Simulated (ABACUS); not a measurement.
# Si2W (I4/mmm) in ABACUS: notebook

Aim: see how the results for Si2W move with the level of theory and the settings. Levels: LDA, PBE. Tasks: single point.

All numbers are computed with ABACUS 3.10.1; they aren't measurements. Logs are shortened: lines on timing, memory, paths and dates and some standing lists are left out, and cuts for length are marked.

## (1) The structure

It takes space group I4/mmm (No. 139, tetragonal). Conventional cell: a = 3.214 Å, b = 3.214 Å, c = 7.830 Å, α = 90.00°, β = 90.00°, γ = 90.00°. W (site symmetry 4/mmm) is surrounded by 10 Si at 2.62 Å. Around Si (site symmetry 4mm) lie 5 Si at 2.59 to 2.63 Å and 5 W at 2.62 Å.

## (2) Single point, LDA

Input file INPUT:

```
INPUT_PARAMETERS
suffix              Si2W
calculation         scf
basis_type          pw
pseudo_dir          ./
symmetry            1
dft_functional      pz
ecutwfc             74
pseudo_rcut         7
nspin               1
nbands              22
ks_solver           dav
smearing_method     fd
smearing_sigma      0.00367493
scf_thr             1e-08
scf_nmax            100
mixing_type         broyden
mixing_beta         0.7
cal_force           1
cal_stress          1
kpar                4
```

Input file STRU:

```
ATOMIC_SPECIES
W 183.8400 W_ONCV_PBE-1.2.upf
Si 28.0850 Si_ONCV_PBE-1.2.upf

LATTICE_CONSTANT
1.8897261246

LATTICE_VECTORS
-1.6069000000 1.6069000000 3.9149500000
1.6069000000 -1.6069000000 3.9149500000
1.6069000000 1.6069000000 -3.9149500000

ATOMIC_POSITIONS
Direct

W
0.0
1
0.0000000000 0.0000000000 0.0000000000 1 1 1

Si
0.0
2
0.6653000000 0.6653000000 0.0000000000 1 1 1
0.3347000000 0.3347000000 0.0000000000 1 1 1
```

Input file KPT:

```
K_POINTS
0
Gamma
12 12 12 0 0 0
```

Potentials or basis: SG15 ONCV 1.2 PBE, plane waves.

Launch:

```console
OMP_NUM_THREADS=1 mpirun -np 4 abacus > log
```

running log:

```text
ABACUS v3.10.1

               Atomic-orbital Based Ab-initio Computation at UStc

 ------------------------------------------------------------------------------------

 READING GENERAL INFORMATION
                           global_out_dir = OUT.Si2W/
                           global_in_card = INPUT
                               pseudo_dir = ./
                              orbital_dir =
                                    DSIZE = 4
                                    GSIZE = 1

 READING UNITCELL INFORMATION
                                    ntype = 2
                  lattice constant (Bohr) = 1.88973
              lattice constant (Angstrom) = 1

 READING ATOM TYPE 1
                               atom label = W
                      L=0, number of zeta = 1
                      L=1, number of zeta = 1
                      L=2, number of zeta = 1
             number of atom for this type = 1

 READING ATOM TYPE 2
                               atom label = Si
                      L=0, number of zeta = 1
                      L=1, number of zeta = 1
                      L=2, number of zeta = 1
             number of atom for this type = 2

                        TOTAL ATOM NUMBER = 3
DIRECT COORDINATES
    atom                   x                   y                   z     mag                  vx                  vy                  vz
taud_W1            0.0000000000        0.0000000000        0.0000000000  0.0000        0.0000000000        0.0000000000        0.0000000000
taud_Si1            0.6653000000        0.6653000000        0.0000000000  0.0000        0.0000000000        0.0000000000        0.0000000000
taud_Si2            0.3347000000        0.3347000000        0.0000000000  0.0000        0.0000000000        0.0000000000        0.0000000000

                          Volume (Bohr^3) = 272.873
                             Volume (A^3) = 40.4356

 Lattice vectors: (Cartesian coordinate: in unit of a_0)
              -1.6069             +1.6069            +3.91495
              +1.6069             -1.6069            +3.91495
              +1.6069             +1.6069            -3.91495
 Reciprocal vectors: (Cartesian coordinate: in unit of 2 pi/a_0)
                   +0           +0.311158           +0.127716
            +0.311158                  +0           +0.127716
            +0.311158           +0.311158                  +0
 The esolver type has been set to : ksdft_pw

                PAO radial cut off (Bohr) = 7

 Read in pseudopotential file is W_ONCV_PBE-1.2.upf
                     pseudopotential type = NC
          exchange-correlation functional = PBE
                 nonlocal core correction = 0
                        valence electrons = 28
                                     lmax = 3
                           number of zeta = 0
                     number of projectors = 8
                           L of projector = 0
                           L of projector = 0
                           L of projector = 1
                           L of projector = 1
                           L of projector = 2
                           L of projector = 2
                           L of projector = 3
                           L of projector = 3
 XC functional updated to : pz
          exchange-correlation functional = PZ
                PAO radial cut off (Bohr) = 7

 Read in pseudopotential file is Si_ONCV_PBE-1.2.upf
                     pseudopotential type = NC
          exchange-correlation functional = PBE
                 nonlocal core correction = 0
                        valence electrons = 4
                                     lmax = 1
                           number of zeta = 0
                     number of projectors = 4
                           L of projector = 0
                           L of projector = 0
                           L of projector = 1
                           L of projector = 1
 XC functional updated to : pz
          exchange-correlation functional = PZ
     initial pseudo atomic orbital number = 0

 SETUP THE ELECTRONS NUMBER
             electron number of element W = 28
       total electron number of element W = 28
            electron number of element Si = 4
      total electron number of element Si = 8
            AUTOSET number of electrons:  = 36
                           occupied bands = 18
                                   NBANDS = 22
                                   NLOCAL = 27

%%%%%%%%%%%%%%%%%%%%%%%%%%%%%%%%%%%%%%%%%%%%%%%%%%%%%%%%%%%%%%%%%%%%%%%%%%%%%%%%%%%%%%%%%%%%%%%%%%%%%%%%%%
 Warning: the number of valence electrons in pseudopotential > 6 for W: [Xe] 4f14 5d4 6s2
 Pseudopotentials with additional electrons can yield (more) accurate outcomes, but may be less efficient.
 If you're confident that your chosen pseudopotential is appropriate, you can safely ignore this warning.
%%%%%%%%%%%%%%%%%%%%%%%%%%%%%%%%%%%%%%%%%%%%%%%%%%%%%%%%%%%%%%%%%%%%%%%%%%%%%%%%%%%%%%%%%%%%%%%%%%%%%%%%%%
[... 48 lines left out ...]
                                    IBRAV = 6
                                  BRAVAIS = BODY CENTERED TETROGONAL CELL
                       LATTICE CONSTANT A = 3.2138
                                C/A RATIO = 2.43634
Original cell was already a primitive cell.
                        ROTATION MATRICES = 16
              PURE POINT GROUP OPERATIONS = 16
                   SPACE GROUP OPERATIONS = 16
                              POINT GROUP = D_4h
               POINT GROUP IN SPACE GROUP = D_4h

 SETUP K-POINTS
                                    nspin = 1
                   Input type of k points = Monkhorst-Pack(Gamma)
                                   nkstot = 1728
                       right hand lattice = 1
(for reciprocal lattice: )
                             BRAVAIS TYPE = 6
                     BRAVAIS LATTICE NAME = 06. Tetrogonal I (body-centered)
                                    ibrav = 6
                       right hand lattice = 1
(for k-lattice: )
                             BRAVAIS TYPE = 6
                     BRAVAIS LATTICE NAME = 06. Tetrogonal I (body-centered)
                                    ibrav = 6
                       right hand lattice = 1
                        ROTATION MATRICES = 16
                               nkstot_ibz = 163
K-POINTS REDUCTION ACCORDING TO SYMMETRY
     IBZ    DIRECT_X    DIRECT_Y    DIRECT_Z  WEIGHT  ibz2bz
       1  0.00000000  0.00000000  0.00000000  0.0006       0
       2 -0.08333333  0.00000000  0.08333333  0.0046       1
       3 -0.16666667  0.00000000  0.16666667  0.0046       2
       4 -0.25000000  0.00000000  0.25000000  0.0046       3
       5 -0.33333333  0.00000000  0.33333333  0.0046       4
       6 -0.41666667  0.00000000  0.41666667  0.0046       5
[... 22 lines left out ...]
      29  0.33333333  0.25000000  0.41666667  0.0093      40
      30  0.41666667  0.25000000  0.33333333  0.0093      41
[... 133 further k points ...]

                               nkstot now = 163
[... K-POINTS DIRECT COORDINATES: 163 rows ...]

           k-point number in this process = 41
       minimum distributed K point number = 40
[... stars of the k points ...]

[... K-POINTS CARTESIAN COORDINATES: 41 rows ...]

[... K-POINTS DIRECT COORDINATES: 41 rows ...]

 SETUP PLANE WAVES FOR WAVE FUNCTIONS
     energy cutoff for wavefunc (unit:Ry) = 74
              fft grid for wave functions = [ 48, 48, 48 ]
                    number of plane waves = 4311
                         number of sticks = 483

 PARALLEL PW FOR WAVE FUNCTIONS
     PROC   COLUMNS(POT)             PW
        1            483           4311
 --------------- sum -------------------
        1            483           4311

 SETUP NONLOCAL PSEUDOPOTENTIALS IN PLANE WAVE BASIS
 W non-local projectors:
 projector 1 L=0
 projector 2 L=0
 projector 3 L=1
 projector 4 L=1
 projector 5 L=2
 projector 6 L=2
 projector 7 L=3
 projector 8 L=3
 Si non-local projectors:
 projector 1 L=0
 projector 2 L=0
 projector 3 L=1
 projector 4 L=1
      TOTAL NUMBER OF NONLOCAL PROJECTORS = 48

 Init Non-Local PseudoPotential table :
 Init Non-Local-Pseudopotential done.

                                     npwx = 2959

 -------------------------------------------
 SELF-CONSISTENT
 -------------------------------------------
                                 init_chg = atomic

 PW ALGORITHM --------------- ION=   1  ELEC=   1--------------------------------
 Notice: Threshold on eigenvalues was too large.
 hsover_error=0.36 > DRHO=0.108292
 Origin diag ethr = 0.01
 New diag ethr = 0.000300811

 Density error is 0.0852051350178
                          Error Threshold = 0.000300810561553
----------------------------------------------------------
     Energy           Rydberg                 eV
----------------------------------------------------------
 E_KohnSham     -559.2053882111      -7608.3796319735
 E_Harris       -563.9447442380      -7672.8618787890
 E_Fermi        1.6092842346         21.8954352922
----------------------------------------------------------
[... 63 lines left out ...]
 Density error is 2.93622791913e-09
                          Error Threshold = 1.08115873193e-10
----------------------------------------------------------
     Energy           Rydberg                 eV
----------------------------------------------------------
 E_KohnSham     -559.2266558738      -7608.6689933687
 E_KS(sigma->0) -559.2265841805      -7608.6680179316
 E_Harris       -559.2276576318      -7608.6826229855
 E_band         -4.0101558521        -54.5609694565
 E_one_elec     -276.0527892230      -3755.8908822263
 E_Hartree      166.9740217621       2271.7981139408
 E_xc           -47.1525760013       -641.5437089957
 E_Ewald        -402.9951690250      -5483.0305652134
 E_entropy(-TS) -0.0001433866        -0.0019508741
 E_descf        0.0000000000         0.0000000000
 E_exx          0.0000000000         0.0000000000
 E_Fermi        1.5912988755         21.6507319272
----------------------------------------------------------

 charge density convergence is achieved
 final etot is -7608.6689934 eV
 EFERMI = 21.650731927 eV

 STATE ENERGY(eV) AND OCCUPATIONS    NSPIN == 1
 1/41 kpoint (Cartesian) = 0.0000 0.0000 0.0000 (2945 pws)
       1       -52.1528     0.00115741
       2       -16.2893     0.00115741
       3       -16.2684     0.00115741
       4       -16.2684     0.00115741
       5       -6.01282     0.00115741
       6       -6.01282     0.00115741
[... 134 lines left out ...]
      21        25.0256    4.49740e-32
      22        26.1926    3.28114e-42

[... levels at 35 further k points ...]

------------------------------------------------------------------------------------------
 TOTAL-FORCE (eV/Angstrom)
------------------------------------------------------------------------------------------
                        W1         0.0000000000         0.0000000000         0.0000000000
                       Si1         0.0000000000         0.0000000000        -0.1148188932
                       Si2         0.0000000000         0.0000000000         0.1148188932
------------------------------------------------------------------------------------------

----------------------------------------------------------------
 TOTAL-STRESS (KBAR)
----------------------------------------------------------------
       -53.4658317601        -0.0000000000        -0.0000000000
        -0.0000000000       -53.4658317601         0.0000000000
        -0.0000000000        -0.0000000000       -50.7087257459
----------------------------------------------------------------
 TOTAL-PRESSURE: -52.546796 KBAR

 --------------------------------------------
 !FINAL_ETOT_IS -7608.6689933687139273 eV
 --------------------------------------------
```

It took 85 s on 4 MPI ranks of Intel Xeon Platinum 8259CL at 2.50GHz (Skylake/Cascade Lake), shared host; peak memory 0.56 GiB.

What came out:

```
Free energy            : -7608.6690 eV
Pressure               : -5.3 GPa
Largest force          : 0.115 eV/Å
Band gap on the k mesh : none (metal or under the smearing width)
```

Forces on the atoms (eV/Å):
```
W    0.000  0.000  0.000
Si   0.000  0.000 -0.115
Si   0.000  0.000  0.115
```

Caveat: the potentials were made for another functional, which shifts forces and pressure. Spin-orbit coupling is left out, which matters for the levels of W.

## (3) Single point, PBE

INPUT: that of step 2 with these lines changed.

```diff
@@ -6,3 +6,3 @@
 symmetry            1
-dft_functional      pz
+dft_functional      pbe
 ecutwfc             74
@@ -20,2 +20,4 @@
 cal_stress          1
-kpar                4
+out_chg             1
+out_pot             2
+out_elf             1
```

STRU is that of step 2.

KPT is that of step 2.

Potentials or basis: SG15 ONCV 1.2 PBE, plane waves.

Launch:

```console
OMP_NUM_THREADS=1 mpirun -np 4 abacus > log
```

It took 99 s on 4 MPI ranks of Intel Xeon Platinum 8259CL at 2.50GHz (Skylake/Cascade Lake), shared host; peak memory 0.44 GiB.

The run converged. Its results:

| Property | Result |
| --- | --- |
| Free energy | -7616.5747 eV |
| Pressure | 4.0 GPa |
| Largest force | 0.096 eV/Å |
| Band gap on the k mesh | none (metal or under the smearing width) |

Forces on the atoms (eV/Å):
```
W    0.000  0.000  0.000
Si   0.000  0.000  0.096
Si   0.000  0.000 -0.096
```

Stress tensor (GPa, compression positive):
```
3.68 0.00 0.00
0.00 3.68 0.00
0.00 0.00 4.55
```

Levels at points of the mesh, in eV from the Fermi level:
```csv
k point,band 15,band 16,band 17,band 18,band 19,band 20,band 21,band 22
"(0.00, 0.00, 0.00)",-3.38,-2.84,-2.84,0.60,2.71,2.88,3.05,3.05
"(0.50, 0.00, 0.50)",-4.86,-2.80,-2.79,-0.45,2.63,2.78,3.91,4.39
"(0.50, 0.50, 0.00)",-5.51,-5.02,-3.26,-1.79,2.77,2.88,3.07,3.88
"(0.50, 0.50, 0.50)",-2.61,-0.84,-0.84,-0.51,-0.51,0.78,4.49,4.83
```

Spin-orbit coupling is left out, which matters for the levels of W.
